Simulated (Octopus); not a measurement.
# SrO under changes of volume

One of the cells (16.901 Å³/atom); the others are scaled copies at fixed shape and fractional positions:

```xyz
2
Lattice="0.0000 2.5663 2.5663 2.5663 0.0000 2.5663 2.5663 2.5663 0.0000" Properties=species:S:1:pos:R:3 pbc="T T T"
Sr    2.5663    2.5663    2.5663
O     0.0000    0.0000    0.0000
```

- Program: Octopus 16.4
- Functional: PBEsol
- Potentials or basis: pseudodojo_pbesol (PseudoDojo 0.4, PBEsol)
- Grid spacing: 0.130 Å
- k mesh: 9 × 9 × 9
- Occupations: fermi-dirac, width 0.05 eV
- Spin: no spin polarisation

| volume (Å³/atom) | energy over the lowest point (meV/atom) | gap on the mesh (eV) |
| --- | --- | --- |
| 15.887 | 16.76 | 3.22 |
| 16.225 | 6.46 | 3.24 |
| 16.563 | 1.24 | 3.25 |
| 16.901 | 0.00 | 3.26 |
| 17.239 | 3.18 | 3.28 |
| 17.577 | ? | ? |
| 17.915 | 18.43 | 3.29 |

Question: What does the run at 17.577 Å³/atom give?

Answer: Energy over the lowest point 9.16 meV/atom; gap on the mesh 3.28 eV.

Worked out: A Birch-Murnaghan fit of order 3 (a polynomial in V^(-2/3)) to the other rows has its minimum at 16.81 Å³/atom with B0 = V·E''(V) = 93 GPa and B' = 5.6. It gives 9.29 meV/atom at 17.577 Å³/atom, against the run's 9.16. A straight line through the other rows of the gap, of slope 0.587 eV per unit of ln V, gives 3.28 eV, against the run's 3.28.

Energies are extrapolated to zero smearing.

Caveats: an odd mesh through Γ misses points on the zone boundary, where band edges often lie. Spin-orbit coupling on Sr is left out.
